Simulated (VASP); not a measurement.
**CsH (strained CsCl): one r²SCAN single-point calculation in two programs**

```xyz
2
Lattice="3.7788 0.0881 0.0881 0.0881 3.7788 0.0881 0.0881 0.0881 3.7788" Properties=species:S:1:pos:R:3 pbc="T T T"
Cs    0.0000    0.0000    0.0000
H     1.9775    1.9775    1.9775
```

Each program uses its own PAW datasets. VASP's cell holds 10 valence electrons and Ansatz's 10. Ansatz's stress includes a Pulay correction; VASP's doesn't.

Cutoffs: 520 eV in VASP, 500 eV in Ansatz. k meshes: 6×6×6 and 6×6×6.

```csv
,VASP,Ansatz
gap between bands v and c,2.86 eV,2.90 eV
least direct gap,2.86 eV,2.90 eV
pressure,0.6 GPa,0.5 GPa
```

Band v is the last that the valence electrons fill when counted band by band, and c is the next. Levels in eV from the top of v, Ansatz:

| point | v−1 | v | c | c+1 |
| --- | --- | --- | --- | --- |
| Γ | -8.03 | -1.89 | 3.87 | 3.87 |
| X | -7.88 | -0.18 | 3.30 | 4.64 |
| M | -7.74 | -1.26 | 5.03 | 6.90 |
| R | -9.04 | 0.00 | 2.90 | 3.32 |

VASP:

```csv
point,v−1,v,c,c+1
Γ,-8.06,-1.92,3.83,3.83
X,-7.92,-0.20,3.26,4.60
M,-7.77,-1.29,4.99,6.87
R,-9.07,0.00,2.86,3.29
```
